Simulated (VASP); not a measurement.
NbN:

```
Nb N
1.0
     0.00000    2.19500    2.19500
     2.19500    0.00000    2.19500
     2.19500    2.19500    0.00000
Nb N
1 1
Direct
  0.00000 0.00000 0.00000
  0.50000 0.50000 0.50000
```

The cell was built by a generator and needn't be a form met in nature.

| Quantity | Value |
| --- | --- |
| Program | VASP 6.6.1 |
| Task | relaxation of cell and atoms |
| Functional | LDA |
| Potentials or basis | VASP PAW LDA potentials, release 64 (Nb_sv, N) |
| Cutoff | 600 eV |
| k mesh | 16 × 16 × 16 |
| Occupations | methfessel-paxton, width 0.1 eV |
| Spin | no spin polarisation |

At the start: pressure -7.9 GPa; volume 10.58 Å³/atom.

Task: How do energy, volume and symmetry change on relaxing?

Result: Over 4 steps the energy falls by 6.2 meV/atom and the volume is 10.33 Å³/atom (-2.3 %); space group Fm-3m (No. 225, to 0.05 Å).

The path:
```
step  energy change (eV)  largest force (eV/Å)  pressure (GPa)  volume (Å³)
   1              0.0000                0.0000           -7.95        21.15
   2              0.0542                0.0000           20.89        19.59
   3             -0.0124                0.0000           -0.15        20.67
   4             -0.0124                0.0000           -0.05        20.66
```

Final structure:
```
CELL_PARAMETERS angstrom
0.00000 2.17773 2.17773
2.17773 0.00000 2.17773
2.17773 2.17773 0.00000
ATOMIC_POSITIONS crystal
Nb 0.00000 0.00000 0.00000
N 0.50000 0.50000 0.50000
```
